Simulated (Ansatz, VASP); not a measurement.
**One calculation of Si2Mo, two programs**

```xyz
3
Lattice="-1.6083 1.6083 3.9390 1.6083 -1.6083 3.9390 1.6083 1.6083 -3.9390" Properties=species:S:1:pos:R:3 pbc="T T T"
Si    0.0000    0.0000    2.6391
Si    0.0000    0.0000    5.2389
Mo    0.0000    0.0000    0.0000
```

Alike in both runs: task electric field gradients; functional PBE; k mesh 18 × 18 × 18; occupations fermi-dirac, width 0.15 eV; no spin polarisation.

|  | VASP | Ansatz |
| --- | --- | --- |
| version | VASP 6.6.1 | Ansatz 0.2.0 |
| potentials or method | VASP PAW PBE potentials, release 64 (Si, Mo_sv) | scalar-relativistic, plane waves, PAW |
| plane-wave cutoff (eV) | 520 | 420 |
| valence electrons in the cell | 22 | 22 |

Ansatz gave:

* gap on the k mesh at the Fermi level (eV): none
* pressure (GPa): 0.0
* Vzz of the field gradient on the site that differs most (V/Å²): -60.1

Question: Which values does VASP return?

Answer: gap on the k mesh at the Fermi level (eV): none; pressure (GPa): 0.2; Vzz of the field gradient on the site that differs most (V/Å²): -58.5.

A gap of «none» marks a metal or a gap that the smearing closes. With one functional, cell and mesh, what is left measures potentials, basis and numerics. Ansatz warned: «gradients_without_spin_orbit».
